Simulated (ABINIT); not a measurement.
The system is SnO2.

```
Sn O
1.0
     1.61709    0.93363    4.80059
    -1.61709    0.93363    4.80059
     0.00000   -1.86726    4.80059
Sn O
1 2
Direct
  0.50000 0.50000 0.50000
  0.76283 0.76283 0.76283
  0.23717 0.23717 0.23717
```

Measurements of this composition are mostly on another form, of space group No. 136.

```yaml
Program: ABINIT 10.8.3 (patched build)
Task: relaxation of cell and atoms
Functional: r2SCAN
Potentials_or_basis: JTH PAW PBE v2.0
Cutoff: 762 eV
k_mesh: 7 × 7 × 7
Occupations: fermi-dirac, width 0.05 eV
Spin: no spin polarisation
```

At the start: pressure -7.3 GPa; volume 14.50 Å³/atom.

**Question.** How do energy, volume and symmetry change on relaxing?

**Answer.** Over 12 steps the energy falls by 23.1 meV/atom and the volume is 12.92 Å³/atom (-10.9 %); space group R-3m (No. 166, to 0.05 Å).

The path:
```csv
step,energy change (eV),largest force (eV/Å),pressure (GPa),volume (Å³)
1,0.0000,0.6625,-7.31,43.49
2,-0.0397,0.3326,-3.43,42.52
3,-0.0507,0.0062,0.19,41.70
4,-0.0514,0.0027,0.07,41.70
5,-0.0544,0.0959,-0.42,41.57
6,-0.0549,0.1228,-0.37,41.47
7,-0.0566,0.1949,-0.12,41.05
8,-0.0595,0.2697,0.19,40.21
9,-0.0629,0.2766,0.48,39.28
10,-0.0666,0.1645,0.58,38.40
11,-0.0692,0.0114,-0.04,38.59
12,-0.0693,0.0066,-0.05,38.75
```

Final structure:
```cif
data_structure
_symmetry_space_group_name_H-M 'P 1'
_symmetry_Int_Tables_number 1
_cell_length_a 4.7186
_cell_length_b 4.7186
_cell_length_c 4.7186
_cell_angle_alpha 39.785
_cell_angle_beta 39.785
_cell_angle_gamma 39.785
_cell_volume 38.75
loop_
_atom_site_label
_atom_site_type_symbol
_atom_site_fract_x
_atom_site_fract_y
_atom_site_fract_z
_atom_site_occupancy
Sn1 Sn 0.50000 0.50000 0.50000 1
O1 O 0.75873 0.75873 0.75873 1
O2 O 0.24127 0.24127 0.24127 1
```

Caveat: the PAW data sets were made with another functional, which shifts forces and pressure a little.
